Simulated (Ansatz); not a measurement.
# Levels at Γ against strain in KI

```xyz
2
Lattice="0.0000 3.5246 3.5246 3.5246 0.0000 3.5246 3.5246 3.5246 0.0000" Properties=species:S:1:pos:R:3 pbc="T T T"
K     0.0000    0.0000    0.0000
I     3.5246    3.5246    3.5246
```

Atom numbers follow the list: K1, I2.

The cell is COD entry 9009735, as deposited and not checked against the literature; nothing was relaxed.

Spin–orbit coupling is left out, though it moves levels of the heavy atoms by tenths of an eV or more.

The calculation used Ansatz 0.2.0, DFT, PBEsol, all-electron LAPW, scalar-relativistic.

Sampling and basis: a Γ-centred 8×8×8 k mesh, Fermi–Dirac smearing of 0.01 eV, basis error target 1 meV/atom, no spin polarisation.

The strain is applied along the Cartesian axes of the cell as listed (the other components stay zero). Fractional coordinates are held (clamped ions).

Only quantities that a quadratic follows smoothly over the whole series are listed; rougher ones are left out.

```tsv
εzz	direct gap at Γ, from the mean of the top three filled levels (eV)	singlet less doublet of the top filled triplet at Γ (eV)
-0.0200	3.875	0.007
-0.0100	3.854	0.003
0.0000	3.832	0.000
0.0200	3.790	-0.003
```

(1) Fit the series and give the slopes at zero strain.

(2) One run, at εzz = 0.0100, is withheld. Predict its row.

Answers

(1) Least-squares fits y = p0 + p1 x + p2 x² to the rows give direct gap at Γ, from the mean of the top three filled levels (eV): p1 = -2.13, p2 = 0.68; singlet less doublet of the top filled triplet at Γ (eV): p1 = -0.25, p2 = 5. Without spin–orbit coupling the singlet lies 3b(εzz − εxx) above the doublet in the usual convention, so the shear deformation potential is b = -0.08 eV.

(2) The fits give 3.811, -0.002; the run gave 3.811, -0.002.
